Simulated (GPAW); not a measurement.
Runs of GPAW 26.7.0 on MoS2. Symmetry: P-3m1, No. 164, trigonal system. The conventional cell has a = 3.227 Å, b = 3.227 Å, c = 6.312 Å, α = 90.00°, β = 90.00°, γ = 120.00°. Mo (site symmetry -3m) is surrounded by 6 S at 2.42 Å. S (site symmetry 3m) is surrounded by 3 Mo at 2.42 Å. Measurements of this composition are mostly on another form, of space group No. 194.

```csv
task,level,potentials or basis,spin,cell,k mesh,cutoff (eV),smearing,maxiter,band path,band points,spin axis theta (degrees),spin axis phi (degrees),other keys,mesh quality,gap on the mesh (eV),pressure (GPa),relaxed volume (Å³/atom),largest force (eV/Å)
band structure,PBE,"GPAW PAW data sets (gpaw-data 1.2.1), pw","SOC, no magnetisation",as given,7 × 7 × 3,600,fermi-dirac 0.05 eV,150,"GMKGALHA,LM,KH",100,90,0,-,not flagged,-,1.3,-,0.27
band structure,BLYP,"PAW data sets generated in the run's folder for this functional, pw",off,as given,9 × 9 × 4,600,fermi-dirac 0.05 eV,150,"GMKGALHA,LM,KH",100,-,-,-,not flagged,-,7.2,-,0.59
relaxation of cell and atoms,PBEsol+D4,"PAW data sets generated in the run's folder for this functional, pw",off,relaxed,9 × 9 × 4,600,fermi-dirac 0.05 eV,150,-,-,-,-,-,not flagged,none,0.0,16.25,0.01
Fermi surface,LDA,"PAW data sets generated in the run's folder for this functional, pw",off,as given,6 × 6 × 3,510,fermi-dirac 0.01 eV,75,-,-,-,-,"several, not listed",coarse,none,(b),-,0.23
single point,PBE,"GPAW PAW data sets (gpaw-data 1.2.1), pw",off,as given,9 × 9 × 4,600,gaussian 0.012 eV,150,-,-,-,-,-,not flagged,none,1.0,-,0.30
relaxation of cell and atoms,PBEsol+D3,"PAW data sets generated in the run's folder for this functional, pw",off,relaxed,7 × 7 × 3,600,fermi-dirac 0.05 eV,150,-,-,-,-,-,not flagged,none,0.2,16.15,0.05
band structure,LDA,"the program's PAW data sets (release 1.2.1) made for this functional, newer versions, pw",off,as given,7 × 7 × 3,600,fermi-dirac 0.05 eV,150,"GMKGALHA,LM,KH",100,-,-,-,not flagged,-,-6.1,-,0.22
relaxation of cell and atoms,RPBE+D3(BJ),"the program's PAW data sets (release 1.2.1) made for this functional, pw",off,relaxed,9 × 9 × 4,600,fermi-dirac 0.05 eV,150,-,-,-,-,-,not flagged,none,-0.1,(a),0.01
one-shot levels on a semilocal density,PBE,"GPAW PAW data sets (gpaw-data 1.2.1), pw",off,as given,6 × 6 × 3,500,fermi-dirac 0.05 eV,150,-,-,-,-,-,coarse,none,1.0,-,0.25
relaxation of cell and atoms,LDA,"the program's PAW data sets (release 1.2.1) made for this functional, pw",off,relaxed,7 × 7 × 3,600,fermi-dirac 0.05 eV,150,-,-,-,-,-,not flagged,none,-0.1,16.39,0.01
single point,PBE,"GPAW PAW data sets (gpaw-data 1.2.1), pw",off,as given,7 × 7 × 3,1200,fermi-dirac 0.05 eV,100,-,-,-,-,"several, not listed",not flagged,none,1.3,-,0.27
relaxation of cell and atoms,BLYP,"PAW data sets generated in the run's folder for this functional, pw",off,relaxed,9 × 9 × 4,600,fermi-dirac 0.05 eV,150,-,-,-,-,-,not flagged,none,0.0,26.20,-
```

Fill in the values left out.

(a) 13.72; (b) -6.4.

Caveats: some runs use coarse meshes; this functional lacks dispersion, which binds the layers, so the pressure and a relaxed spacing across them are unreliable (some runs); later steps reuse the first step's grids (some runs); the cutoff is short for stress and forces, so pressures can be off by a GPa or more (some runs); the volume moved by over 15 % at a fixed basis, so the end points are rough (some runs); spin-orbit coupling was added after a scalar SCF, so levels and gaps hold it while energy, forces, pressure and moments don't (some runs); this program's spin-orbit splittings come out too wide for heavy elements (some runs); one-shot exact exchange on a metal's smeared states is rough (some runs).

A k mesh can miss the band edges, and rows without SOC leave out spin-orbit coupling on Mo.

A gap of «none» marks a metal or a gap under the smearing width.
